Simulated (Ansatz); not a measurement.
Consider the formal exchange of groups at the Si–C bond: `C[SiH2][O][GeH3]` + `CC(=O)F` → `F[SiH2][O][GeH3]` + acetone.

Computed with Ansatz on PBE0-D4/def2-TZVP structures; ΔE is electronic, products minus reactants. CBS: MP2 limit from def2 TZ/QZ plus the TZ coupled-cluster correction, frozen cores. DFT in def2-TZVPP. For Ge outer-core shells are correlated without core-valence functions, which leaves a few kJ/mol of doubt a bond. Scalar relativity is left out up to krypton. Each species was taken in one conformer, which may not be the lowest.

```csv
level,ΔE (eV)
B97M-V,-1.23
r2SCAN0-D4,-1.25
CAM-B3LYP-D4,-1.30
B2PLYP,-1.32
PBE-QIDH,-1.28
PBE,-1.12
r2SCAN,-1.20
BHLYP,-1.37
```

Task: What does CCSD(T)/CBS give? (Estimate.)

Result: The calculation gave: -1.38 eV. The listed levels differ from it by 0.15, 0.13, 0.08, 0.06, 0.10, 0.26, 0.18, 0.01 eV.

Largest T1 diagnostic among the species: 0.014.

In def2-TZVPP, CCSD(T) changes the Hartree–Fock value by +0.11 eV (the triples alone add +0.03 eV) and MP2 by +0.07 eV. From PBE to PBE0 (25 % exact exchange), in def2-TZVPP and without D4, ΔE moves by −0.08 eV. Leaving LDA and LC-ωPBE aside and taking each functional with its dispersion term where it has one, the values, not all of them listed here, spread over 0.25 eV, from BHLYP-D4 to PBE-D4.

CCSD(T)/CBS has its own doubt, a few kJ/mol and more with outer-core shells, so smaller differences from it don't rank the levels.
